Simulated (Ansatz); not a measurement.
Molecular dynamics on a 2×2×2 supercell (16 atoms) of BeSe (F-43m), relaxed with r2SCAN. Forces come from PBE in Ansatz 0.2.0: a Langevin thermostat at fixed volume, 1700 K, steps of 1.5 fs. Classical nuclei, no spin polarisation; a few dozen steps show the first response, not equilibrium.

```yaml
crystal:
  lattice:
    - [0.0, 5.1620711797, 5.1620711797]
    - [5.1620711797, 0.0, 5.1620711797]
    - [5.1620711797, 5.1620711797, 0.0]
  atoms:
    - { symbol: Be, position: [0.0, 0.0, 0.0] }
    - { symbol: Se, position: [0.125, 0.125, 0.125] }
    - { symbol: Be, position: [0.0, 0.0, 0.5] }
    - { symbol: Se, position: [0.125, 0.125, 0.625] }
    - { symbol: Be, position: [0.0, 0.5, 0.0] }
    - { symbol: Se, position: [0.125, 0.625, 0.125] }
    - { symbol: Be, position: [0.0, 0.5, 0.5] }
    - { symbol: Se, position: [0.125, 0.625, 0.625] }
    - { symbol: Be, position: [0.5, 0.0, 0.0] }
    - { symbol: Se, position: [0.625, 0.125, 0.125] }
    - { symbol: Be, position: [0.5, 0.0, 0.5] }
    - { symbol: Se, position: [0.625, 0.125, 0.625] }
    - { symbol: Be, position: [0.5, 0.5, 0.0] }
    - { symbol: Se, position: [0.625, 0.625, 0.125] }
    - { symbol: Be, position: [0.5, 0.5, 0.5] }
    - { symbol: Se, position: [0.625, 0.625, 0.625] }
kpoints:
  mp_grid: { grid: [2, 2, 2] }
hamiltonian:
  xc: pbe
scf:
  occupations: { method: fermi_dirac, width: 0.146 }
md:
  ensemble: nvt_langevin
  temperature: 1700
  timestep: 1.5
  n_steps: 30
  initial_velocities: maxwell_boltzmann
  seed: 7408
```

Command: `ansatz run input.yaml --threads 4 --pin off --max-ram 3686MiB --backend cpu --events-out ev --progress --plain --runs-dir out`.

Problem. It ran on 4 threads of Arm Neoverse V1 (shared host). About how long did it take, and what peak of host memory did it reach?

Solution. About 82 s, with a peak of 1 GiB.

```tsv
step	t (fs)	T (K)	free energy F from step 0 (meV/atom)	kinetic energy (meV/atom)	largest force (eV/Å)
0	0	1594	0.0	206.0	0.00
1	1.5	1434	2.8	185.4	0.47
2	3	1259	10.5	162.8	0.91
3	4.5	1116	21.9	144.3	1.34
4	6	1066	36.1	137.7	1.75
5	7.5	999	52.5	129.1	2.14
6	9	841	69.9	108.7	2.48
7	10.5	643	86.0	83.2	2.72
8	12	613	99.7	79.2	2.87
9	13.5	544	109.1	70.3	2.90
10	15	564	114.3	72.9	2.79
11	16.5	707	115.9	91.4	2.60
12	18	749	113.5	96.8	2.35
13	19.5	808	108.9	104.4	2.36
14	21	881	104.1	113.8	2.39
15	22.5	979	100.2	126.6	2.38
16	24	1097	97.4	141.8	2.35
17	25.5	1084	96.8	140.1	2.40
18	27	1084	99.1	140.2	2.37
19	28.5	1094	103.9	141.4	2.25
20	30	987	111.3	127.5	2.49
21	31.5	983	120.9	127.1	2.79
22	33	858	132.0	110.9	3.03
23	34.5	754	143.1	97.5	3.25
24	36	617	153.3	79.8	3.35
25	37.5	640	162.1	82.7	3.34
26	39	589	167.3	76.2	3.33
27	40.5	530	168.4	68.5	3.47
28	42	578	167.1	74.7	3.49
29	43.5	602	164.2	77.9	3.38
30	45	627	158.5	81.1	3.16
```

The temperature starts at 1594 K, is lowest at step 27 (530 K, 40.5 fs) and ends at 627 K. The thermostat hasn't had time to restore it. The atoms start on their lattice sites with kinetic energy alone, so much of it first passes into potential energy. By the last step the atoms have moved 0.23 Å in the root mean square, the drift of the whole cell taken out, 0.51 Å at most.

Positions (Å) and forces (eV/Å) at step 30:
```
Be  -0.019  -0.024  -0.015     1.112   1.224   0.165
Se   1.354   1.392   1.340    -0.049   0.148  -0.708
Be   2.930   2.566  -0.354    -2.028   0.908   2.246
Se   3.841   4.030   1.215    -0.240  -1.216  -0.019
Be   2.611   0.122   2.747    -0.891   0.923  -0.874
Se   3.756   1.404   4.034     1.905   0.102  -0.772
Be   4.937   2.981   2.759     0.268  -1.572  -0.620
Se   6.522   3.927   3.801    -0.338  -0.310   1.068
Be   0.031   2.807   2.726    -0.206  -1.068  -1.678
Se   1.420   3.845   3.879    -0.546   0.658   1.357
Be   2.492   5.183   2.623    -0.229  -0.099  -1.286
Se   3.886   6.377   3.644     1.559  -0.012   0.612
Be   2.664   2.607   5.341    -0.634   0.469   0.450
Se   3.731   4.013   6.683     1.837  -0.253  -1.344
Be   5.259   5.281   5.026    -0.155  -0.375   0.936
Se   6.506   6.451   6.434    -1.364   0.472   0.467
```
